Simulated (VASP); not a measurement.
A run of VASP 6.6.1 is set up as follows.

File INCAR:

```
SYSTEM = Al
ALGO     = Normal         ! electronic algorithm
EDIFF    = 1E-7           ! SCF threshold, eV
ENCUT    = 520            ! plane-wave cutoff, eV
GGA      = PE             ! functional
ISIF     = 2              ! what is computed and relaxed
ISMEAR   = 0              ! smearing method
LASPH    = .True.         ! aspherical terms in the spheres
LCHARG   = .True.         ! write CHGCAR
LELF     = .True.         ! ELF
LREAL    = .False.        ! projectors in reciprocal space
LVHAR    = .True.       
LWAVE    = .False.        ! write WAVECAR
NELM     = 60             ! most SCF steps
PREC     = Accurate       ! precision mode
SIGMA    = 0.026000000000000002 ! smearing width, eV
```

The input KPOINTS:

```
k-points
0
Gamma
  11 11 11
  0 0 0
```

Contents of POSCAR:

```
Al
1.0
    0.0000000000      2.0248050000      2.0248050000
    2.0248050000      0.0000000000      2.0248050000
    2.0248050000      2.0248050000      0.0000000000
Al
1
Direct
    0.0000000000      0.0000000000      0.0000000000
```

Potentials or basis: VASP PAW PBE potentials, release 64 (Al).

Launch:

```console
$ cat potpaw_PBE.64/Al/POTCAR > POTCAR
$ mpirun -np 1 vasp_std > vasp.out
```

Task: Predict the band gap on the k mesh.

Result: None (metal or under the smearing width).

Task: What does it give for the pressure?

Result: -0.5 GPa.
